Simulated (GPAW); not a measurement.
La2O3: equation of state with PBE

The system is La2O3.

```
La O
1.0
     3.93078    0.00000    0.00000
    -1.96539    3.40415    0.00000
     0.00000    0.00000    6.11195
La O
2 3
Direct
  0.33333 0.66667 0.24624
  0.66667 0.33333 0.75376
  0.00000 0.00000 0.00000
  0.33333 0.66667 0.64589
  0.66667 0.33333 0.35411
```

The cell is a database's computed one.

| Property | Result |
| --- | --- |
| Program | GPAW 26.7.0 |
| Task | equation of state |
| Functional | PBE |
| Potentials or basis | GPAW PAW data sets (gpaw-data 1.2.1) |
| Cutoff | 800 eV |
| Basis | pw |
| k mesh | 5 × 5 × 3 |
| Occupations | fermi-dirac, width 0.05 eV |
| Spin | no spin polarisation |
| Maxiter | 150 |
| Eos scales | [0.94, 0.96, 0.98, 1.0, 1.02, 1.04, 1.06] |

- Equilibrium volume: 16.64 Å³/atom
- Bulk modulus at fixed shape and positions: 129 GPa
- Pressure derivative of the bulk modulus: 4.4

Energy against volume, from the lowest point:
```
volume (Å³/atom)  energy (meV/atom)
          15.375              44.78
          15.703              23.73
          16.030               9.69
          16.357               2.00
          16.684               0.00
          17.011               3.10
          17.338              10.82
```

Run time: 2.7 min on 1 thread of AMD EPYC 9R45 96-Core Processor (Zen 5), on a shared host, peak memory 0.47 GiB.

Caveat: the k mesh is coarse (spacing up to 0.37 Å⁻¹), so the values aren't converged; one-centre terms of the f shell are cut off; the cell was scaled at fixed shape and fractional positions, which overstates the stiffness of a crystal with free parameters, most of all of layers and chains. Spin-orbit coupling is left out, which matters for the levels of La.
